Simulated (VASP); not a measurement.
# BaTiO3 (P4mm) in VASP: a series of runs

Aim: see how the results for BaTiO3 move with the level of theory and the settings. Levels: PBEsol, RPBE, revPBE, BLYP, LDA. Tasks: band structure.

Program: VASP 6.6.1. These are calculated values, not measurements. Logs are shortened: lines on timing, memory, paths and dates and some standing lists are left out, and cuts for length are marked.

### Step 1. Starting point

It takes space group P4mm (No. 99, tetragonal). Conventional cell: a = 4.000 Å, b = 4.000 Å, c = 4.018 Å, α = 90.00°, β = 90.00°, γ = 90.00°. Ba (site symmetry 4mm) has 12 O at 2.79 to 2.88 Å as nearest neighbours. Ti (site symmetry 4mm) is surrounded by 6 O at 1.89 to 2.13 Å. O (site symmetry 2mm) is surrounded by 2 Ti at 2.00 Å. O (site symmetry 4mm) has 2 Ti at 1.89 to 2.13 Å as nearest neighbours.

### Step 2. Band structure, PBEsol, spin-orbit coupling, no magnetisation

File INCAR:

```
SYSTEM = BaTiO3
PREC     = Accurate       ! precision mode
ENCUT    = 520            ! plane-wave cutoff, eV
EDIFF    = 1E-6           ! SCF threshold, eV
ISMEAR   = -1             ! smearing method
SIGMA    = 0.05           ! smearing width, eV
LREAL    = .False.        ! projectors in reciprocal space
LASPH    = .True.         ! aspherical terms in the spheres
NELM     = 60             ! most SCF steps
ALGO     = Fast           ! electronic algorithm
ISIF     = 2              ! what is computed and relaxed
LWAVE    = .False.        ! write WAVECAR
LCHARG   = .False.        ! write CHGCAR
MAGMOM   = 0 0 0 0 0 0 0 0 0 0 0 0 0 0 0 ! initial moments
LORBIT   = 11             ! projections on sites
LSORBIT  = .True.         ! spin-orbit coupling
GGA_COMPAT= .False.      
LMAXMIX  = 4              ! l up to which the mixer works
GGA      = PS             ! functional
NBANDS   = 55             ! bands
```

File KPOINTS:

```
regular mesh
0
Gamma
  5 5 5
  0 0 0
```

File POSCAR:

```
BaTiO3
1.0
    3.9998000000      0.0000000000      0.0000000000
    0.0000000000      3.9998000000      0.0000000000
    0.0000000000      0.0000000000      4.0180000000
Ba Ti O
1 1 3
Direct
    0.0000000000      0.0000000000      0.0000000000
    0.5000000000      0.5000000000      0.4900000000
    0.0000000000      0.5000000000      0.5170000000
    0.5000000000      0.0000000000      0.5170000000
    0.5000000000      0.5000000000      0.0190000000
```

File KPOINTS_OPT:

```
path GXMGZRAZ,XR,MA
10
line-mode
reciprocal
 0.0000000000  0.0000000000  0.0000000000  G
 0.0000000000  0.5000000000  0.0000000000  X

 0.0000000000  0.5000000000  0.0000000000  X
 0.5000000000  0.5000000000  0.0000000000  M

 0.5000000000  0.5000000000  0.0000000000  M
 0.0000000000  0.0000000000  0.0000000000  G

 0.0000000000  0.0000000000  0.0000000000  G
 0.0000000000  0.0000000000  0.5000000000  Z

 0.0000000000  0.0000000000  0.5000000000  Z
 0.0000000000  0.5000000000  0.5000000000  R

 0.0000000000  0.5000000000  0.5000000000  R
 0.5000000000  0.5000000000  0.5000000000  A

 0.5000000000  0.5000000000  0.5000000000  A
 0.0000000000  0.0000000000  0.5000000000  Z

 0.0000000000  0.5000000000  0.0000000000  X
 0.0000000000  0.5000000000  0.5000000000  R

 0.5000000000  0.5000000000  0.0000000000  M
 0.5000000000  0.5000000000  0.5000000000  A
```

Potentials or basis: VASP PAW PBE potentials, release 64 (Ba_sv, Ti_sv, O).

Launch:

```
cat potpaw_PBE.64/Ba_sv/POTCAR potpaw_PBE.64/Ti_sv/POTCAR potpaw_PBE.64/O/POTCAR > POTCAR
mpirun -np 1 vasp_ncl > vasp.out
```

OUTCAR:

```text
SYSTEM = BaTiO3
   PREC = Accurate
   ENCUT = 520
   EDIFF = 1E-6
   ISMEAR = -1
   LREAL = .False.
   LASPH = .True.
   NELM = 60
   ISIF = 2
   LORBIT = 11
   LSORBIT = .True.
   GGA = PS

 ion  position               nearest neighbor table
   1  0.000  0.000  0.000-   3 2.79   4 2.79   3 2.79   4 2.79   5 2.83   5 2.83   5 2.83   5 2.83
                             4 2.88   3 2.88   4 2.88   3 2.88   2 3.45   2 3.45   2 3.45   2 3.45
   2  0.500  0.500  0.490-   5 1.89   4 2.00   3 2.00   4 2.00   3 2.00   5 2.13   1 3.45   1 3.45
                             1 3.45   1 3.45   1 3.49   1 3.49   1 3.49   1 3.49
   3  0.000  0.500  0.517-   2 2.00   2 2.00   1 2.79   1 2.79   1 2.88   1 2.88
   4  0.500  0.000  0.517-   2 2.00   2 2.00   1 2.79   1 2.79   1 2.88   1 2.88
   5  0.500  0.500  0.019-   2 1.89   2 2.13   1 2.83   1 2.83   1 2.83   1 2.83

  LATTYP: Found a simple tetragonal cell.
 ALAT       =     3.9998000000
 C/A-ratio  =     1.0045502275

  Lattice vectors:

 A1 = (   3.9998000000,   0.0000000000,   0.0000000000)
 A2 = (   0.0000000000,   3.9998000000,   0.0000000000)
 A3 = (   0.0000000000,   0.0000000000,   4.0180000000)

Analysis of symmetry for initial positions (statically):
=====================================================================
 Subroutine PRICEL returns:
 Original cell was already a primitive cell.

 Routine SETGRP: Setting up the symmetry group for a
 simple tetragonal supercell.

 Subroutine GETGRP returns: Found  8 space group operations
 (whereof  8 operations were pure point group operations)
 out of a pool of 16 trial point group operations.

The static configuration has the point symmetry C_4v.

Analysis of symmetry for dynamics (positions and initial velocities):
=====================================================================
 Subroutine PRICEL returns:
 Original cell was already a primitive cell.

 Routine SETGRP: Setting up the symmetry group for a
 simple tetragonal supercell.

 Subroutine GETGRP returns: Found  8 space group operations
 (whereof  8 operations were pure point group operations)
 out of a pool of 16 trial point group operations.

The dynamic configuration has the point symmetry C_4v.

Analysis of structural, dynamic, and magnetic symmetry:
=====================================================================
 Subroutine PRICEL returns:
 Original cell was already a primitive cell.

 Routine SETGRP: Setting up the symmetry group for a
 simple tetragonal supercell.

 Subroutine GETGRP returns: Found  8 space group operations
 (whereof  8 operations were pure point group operations)
 out of a pool of 16 trial point group operations.

The overall configuration has the point symmetry C_4v.

 Subroutine INISYM returns: Found  8 space group operations
 (whereof  8 operations are pure point group operations),
 and found     1 'primitive' translations

----------------------------------------------------------------------------------------

                                     Primitive cell

  volume of cell :      64.2816

  direct lattice vectors                    reciprocal lattice vectors
     3.999800000  0.000000000  0.000000000     0.250012501  0.000000000  0.000000000
     0.000000000  3.999800000  0.000000000     0.000000000  0.250012501  0.000000000
     0.000000000  0.000000000  4.018000000     0.000000000  0.000000000  0.248880040

  length of vectors
     3.999800000  3.999800000  4.018000000     0.250012501  0.250012501  0.248880040

  position of ions in fractional coordinates (direct lattice)
     0.000000000  0.000000000  0.000000000
     0.500000000  0.500000000  0.490000000
     0.000000000  0.500000000  0.517000000
     0.500000000  0.000000000  0.517000000
     0.500000000  0.500000000  0.019000000

  ion indices of the primitive-cell ions
   primitive index   ion index
                 1           1
                 2           2
                 3           3
                 4           4
                 5           5

----------------------------------------------------------------------------------------

 KPOINTS: regular mesh

Automatic generation of k-mesh.
 Grid dimensions read from file:
 generate k-points for:    5    5    5
[... 84 lines left out ...]
     AMIX_MAG =   1.60;   BMIX_MAG =  1.00
  volume/ion in A,a.u.               =      12.86        86.76
  Fermi-wavevector in a.u.,A,eV,Ry     =   1.397653  2.641181 26.578078  1.953434
  Thomas-Fermi vector in A             =   2.520888
   LORBIT       =     11    0 simple, 1 ext, 2 COOP (PROOUT), +10 PAW based schemes
   GGA     = PS    functional components
   LHFCALC =     F    Hartree Fock is set to
   AEXX    =    0.0000 exact exchange contribution
   IVDW    =     0    specifies the selected vdW correction
   LEPSILON=     F    determine dielectric tensor
   LRPA    =     F    only Hartree local field effects (RPA)
 RMM-DIIS sequential band-by-band and
  energy-cutoff  :      520.00
  volume of cell :       64.28
 maximum number of plane-waves:      3518
 NGX is ok and might be reduce to    30
   NGX = 15   NGY = 15   NGZ = 15

 number of electron      39.9999978 magnetization       0.0000000     -0.0000000     -0.0000000

 number of electron      39.9999978 magnetization      -0.0000000     -0.0000000     -0.0000000

 number of electron      39.9999978 magnetization       0.0000000     -0.0000000      0.0000000

 number of electron      39.9999978 magnetization       0.0000000      0.0000000      0.0000000

 Free energy of the ion-electron system (eV)
  ---------------------------------------------------
  ext. energy  EPLUGINS =         0.00000000
  ---------------------------------------------------
  free energy    TOTEN  =       -41.09106395 eV

  energy without entropy =      -41.08841472  energy(sigma->0) =      -41.08973934

 E-fermi :   5.4751     XC(G=0): -11.5009

 val. band max:        5.4269970507   @ k =   0.0000   0.0000   0.0000
 cond. band min:       5.4830275918   @ k =   0.0000   0.0000  -0.2000
 fundamental gap:      0.0560305411
 Fermi energy:         5.4750981962

 k-point     1 :       0.0000    0.0000    0.0000
  band No.  band energies     occupation
      1     -52.6323      1.00000
      2     -52.6323      1.00000
      3     -29.3984      1.00000
      4     -29.3984      1.00000
      5     -28.7614      1.00000
      6     -28.7614      1.00000
[... 1309 lines left out ...]
     51      11.7653      0.00000
     52      11.7700      0.00000

 [... further k-points ...]

 [bands above 52 left out]

------------------------ aborting loop because EDIFF is reached ----------------------------------------

  FORCE on cell =-STRESS in cart. coord.  units (eV):
  Direction    XX          YY          ZZ          XY          YZ          ZX
  --------------------------------------------------------------------------------------
  -------------------------------------------------------------------------------------
  Total       -1.5440406     -1.5440406     -0.6936191      0.0000000      0.0000000      0.0000000
  in kB      -38.4842300    -38.4842300    -17.2880167      0.0000000      0.0000000      0.0000000
  external PRESSURE =     -31.4188256 kB  Pullay stress =       0.0000000 kB

 VOLUME and BASIS-vectors are now :
 -----------------------------------------------------------------------------
  energy-cutoff  :      520.00
  volume of cell :       64.28
      direct lattice vectors                 reciprocal lattice vectors
     3.999800000  0.000000000  0.000000000     0.250012501  0.000000000  0.000000000
     0.000000000  3.999800000  0.000000000     0.000000000  0.250012501  0.000000000
     0.000000000  0.000000000  4.018000000     0.000000000  0.000000000  0.248880040

 POSITION                                       TOTAL-FORCE (eV/Angst)
 -----------------------------------------------------------------------------------
      0.00000      0.00000      0.00000         0.000000      0.000000      0.058196
      1.99990      1.99990      1.96882         0.000000     -0.000000     -0.138551
      0.00000      1.99990      2.07731        -0.000000      0.000000     -0.113308
      1.99990      0.00000      2.07731         0.000000      0.000000     -0.113308
      1.99990      1.99990      0.07634         0.000000     -0.000000      0.306972
 -----------------------------------------------------------------------------------
    total drift:                                0.000000      0.000000     -0.011725

  FREE ENERGIE OF THE ION-ELECTRON SYSTEM (eV)
  ---------------------------------------------------
  free  energy   TOTEN  =       -41.0910639510 eV

  energy  without entropy=      -41.0884147219  energy(sigma->0) =      -41.08973934

 Spin-Orbit-Coupling matrix elements

 Ion:    1  E_soc:     -0.3866098
 l=   1
     0.0000000    -0.0642812    -0.0642804
    -0.0642812     0.0000000    -0.0642812
    -0.0642804    -0.0642812     0.0000000
 l=   2
     0.0000000    -0.0000355     0.0000000    -0.0000355    -0.0001188
    -0.0000355     0.0000000    -0.0000885    -0.0000349    -0.0000300
     0.0000000    -0.0000885     0.0000000    -0.0000885     0.0000000
    -0.0000355    -0.0000349    -0.0000885     0.0000000    -0.0000300
    -0.0001188    -0.0000300     0.0000000    -0.0000300     0.0000000
 l=   3
     0.0000000     0.0000000     0.0000000     0.0000000     0.0000000     0.0000000     0.0000000
     0.0000000     0.0000000     0.0000000     0.0000000     0.0000000     0.0000000     0.0000000
     0.0000000     0.0000000     0.0000000     0.0000000     0.0000000     0.0000000     0.0000000
     0.0000000     0.0000000     0.0000000     0.0000000     0.0000000     0.0000000     0.0000000
[... 69 lines left out ...]
 l=   2
     0.0000000     0.0000000     0.0000000     0.0000000     0.0000000
     0.0000000     0.0000000     0.0000000     0.0000000     0.0000000
     0.0000000     0.0000000     0.0000000     0.0000000     0.0000000
     0.0000000     0.0000000     0.0000000     0.0000000     0.0000000
     0.0000000     0.0000000     0.0000000     0.0000000     0.0000000
 l=   3
     0.0000000     0.0000000     0.0000000     0.0000000     0.0000000     0.0000000     0.0000000
     0.0000000     0.0000000     0.0000000     0.0000000     0.0000000     0.0000000     0.0000000
     0.0000000     0.0000000     0.0000000     0.0000000     0.0000000     0.0000000     0.0000000
     0.0000000     0.0000000     0.0000000     0.0000000     0.0000000     0.0000000     0.0000000
     0.0000000     0.0000000     0.0000000     0.0000000     0.0000000     0.0000000     0.0000000
     0.0000000     0.0000000     0.0000000     0.0000000     0.0000000     0.0000000     0.0000000
     0.0000000     0.0000000     0.0000000     0.0000000     0.0000000     0.0000000     0.0000000

 total charge

# of ion       s       p       d       tot
------------------------------------------
    1        2.003   5.632   0.338   7.972
    2        2.215   6.243   1.755  10.213
    3        1.558   3.446   0.000   5.004
    4        1.558   3.446   0.000   5.004
    5        1.561   3.446   0.000   5.007
--------------------------------------------------
tot          8.896  22.213   2.093  33.202

 magnetization (x)

# of ion       s       p       d       tot
------------------------------------------
    1        0.000   0.000   0.000   0.000
    2        0.000   0.000   0.000   0.000
    3        0.000   0.000   0.000   0.000
    4        0.000  -0.000   0.000  -0.000
    5        0.000  -0.000   0.000  -0.000
--------------------------------------------------
tot          0.000  -0.000   0.000  -0.000

 magnetization (y)

# of ion       s       p       d       tot
------------------------------------------
    1       -0.000   0.000   0.000  -0.000
    2        0.000  -0.000   0.000  -0.000
    3        0.000   0.000   0.000   0.000
    4        0.000   0.000   0.000   0.000
    5       -0.000   0.000   0.000  -0.000
--------------------------------------------------
tot         -0.000  -0.000   0.000  -0.000

 magnetization (z)

# of ion       s       p       d       tot
------------------------------------------
    1       -0.000  -0.000   0.000  -0.000
    2        0.000   0.000  -0.000   0.000
    3        0.000   0.000   0.000   0.000
    4        0.000   0.000   0.000   0.000
    5        0.000   0.000   0.000   0.000
--------------------------------------------------
tot          0.000   0.000  -0.000   0.000
```

Run time: 18 min. Hardware: 1 thread of Intel Xeon Platinum 8488C (Sapphire Rapids), shared host; peak memory 0.48 GiB.

What came out:

```yaml
Free_energy: -41.0911 eV
Pressure: -3.1 GPa
Largest_force: 0.307 eV/Å
Valence_electrons_inside_the_program's_atomic_spheres: Ba 7.97; Ti 10.21; O 5.00, 5.01
```

Forces on the atoms (eV/Å):
```
Ba   0.000  0.000  0.058
Ti   0.000  0.000 -0.139
O    0.000  0.000 -0.113
O    0.000  0.000 -0.113
O    0.000  0.000  0.307
```

Caveat: the PAW data sets were made with another functional, which shifts forces and pressure a little.

(Part 1 of 4 ends here.)
